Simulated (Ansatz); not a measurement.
The parent structure is ZrO2 (space group P2_1/c, No. 14).

```yaml
crystal:
  lattice:
    - [5.18930, 0.00000, 0.00000]
    - [0.00000, 5.24180, 0.00000]
    - [-0.90344, 0.00000, 5.30261]
  atoms:
    - { symbol: Zr, position: [0.27571, 0.04384, 0.21016] }
    - { symbol: Zr, position: [0.72429, 0.54384, 0.28984] }
    - { symbol: Zr, position: [0.72429, 0.95616, 0.78984] }
    - { symbol: Zr, position: [0.27571, 0.45616, 0.71016] }
    - { symbol: O, position: [0.06488, 0.32613, 0.35022] }
    - { symbol: O, position: [0.93512, 0.82613, 0.14978] }
    - { symbol: O, position: [0.93512, 0.67387, 0.64978] }
    - { symbol: O, position: [0.06488, 0.17387, 0.85022] }
    - { symbol: O, position: [0.45109, 0.75674, 0.47528] }
    - { symbol: O, position: [0.54891, 0.25674, 0.02472] }
    - { symbol: O, position: [0.54891, 0.24326, 0.52472] }
    - { symbol: O, position: [0.45109, 0.74326, 0.97528] }
```

Cartesian axes are those of the cell as printed.

Level of theory: Ansatz (a program for electronic structure) PBE, no spin-orbit coupling, earlier PAW set.

Strains are applied to the cell and any free atomic positions relax; under biaxial strain the out-of-plane vector relaxes too.

One change was made to it. Results:

The energy grows by 32 meV/atom; the band gap goes up by 0.25 eV (3.66 eV → 3.91 eV).

Problem. Which of these changes matches the shifts?
A) uniaxial strain ε_zz = +5.92 %
B) biaxial strain +0.44 %, plane normal [001], relaxed out of plane
C) biaxial strain −2.43 %, plane normal [001], relaxed out of plane
D) isotropic strain −2.29 %

Solution. A, uniaxial strain ε_zz = +5.92 %. For comparison, the energy relative to the base in the other runs: isotropic strain −2.29 % gives +35 meV/atom; biaxial strain −2.43 %, plane normal [001], relaxed out of plane gives +16 meV/atom; biaxial strain +0.44 %, plane normal [001], relaxed out of plane gives +0.5 meV/atom.

Gaps are Kohn–Sham eigenvalue differences; semilocal functionals usually give less than the measured gap. No phonon test of stability was made.
